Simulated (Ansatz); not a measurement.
# CaO, space group P6_3/mmc: a phonon calculation by linear response

Computed with the Python package of Ansatz (0.2.0).

Typed at the interpreter:
```pycon
>>> from pathlib import Path
>>> import ansatz
>>> from ase import Atoms
>>> import numpy as np
>>> atoms = Atoms(
...     ["Ca", "Ca", "O", "O"],
...     scaled_positions=[
...         [1 / 3, 2 / 3, 0.75],
...         [2 / 3, 1 / 3, 0.25],
...         [1 / 3, 2 / 3, 0.25],
...         [2 / 3, 1 / 3, 0.75],
...     ],
...     cell=[
...         [3.991976, 0.0, 0.0],
...         [-1.995988, 3.457152, 0.0],
...         [0.0, 0.0, 4.78484],
...     ],
...     pbc=True,
... )
>>> system = ansatz.Crystal.from_ase(atoms)
>>> base = system.calculation()
>>> base = base.functional("lda")
>>> base = base.occupations("fermi_dirac").scf(tolerance=1e-08)
>>> base = base.kpoints(6, 6, 4)
>>> base = base.phonons("dfpt", points=[(0, 0, 0), (0.5, 0, 0), (0.5, 0.5, 0)])
>>> out = base.run(runs_dir="runs")
DeckWarning: basis.ecutwfc = 420 eV, auto-derived from the records' recommended cutoffs: set by Ca (normal level)
RunWarning: eigensolver did not converge (k=0): 1 band(s) unlocked after 20 sweeps at ethr=1.00e-12 eV (lowest unlocked band 19, counted from 0; max residual 9.64e-5 eV among the unlocked bands, [...]
>>> ph = out.phonons
>>> for q in ph.qpoints:
...     thz = np.asarray(q.omega_inv_cm) / 33.35641
...     print("q = ({:.2f}, {:.2f}, {:.2f})".format(*q.q_frac), np.round(thz, 2) + 0.0, "THz")
...
q = (0.00, 0.00, 0.00) [ 0.    0.    0.    6.1   6.1   7.31  8.09 10.38 10.38 10.66 10.66 10.71] THz
q = (0.50, 0.00, 0.00) [ 2.53  5.34  7.16  7.28  7.52  8.08  8.19  9.11  9.35 10.06 12.39 13.26] THz
q = (0.50, 0.50, 0.00) [ 2.53  5.34  7.16  7.28  7.52  8.08  8.19  9.11  9.35 10.06 12.39 13.26] THz
```

The cell isn't relaxed first, so the values belong to this volume. No non-analytic term is added, so at the zone centre the longitudinal optical modes of a polar crystal aren't split off. The structure comes from a database of computed cells and needn't be a stable or known phase. Warnings are shown shortened and without file and line. The structure is taken as given; imaginary modes can come from an unrelaxed or unstable start. Timing: 88 s on 1 thread of Arm Neoverse V2, with other jobs on the host, peak memory 0.56 GiB.

(Lines on the test bed's own set-up are left out of the output.)
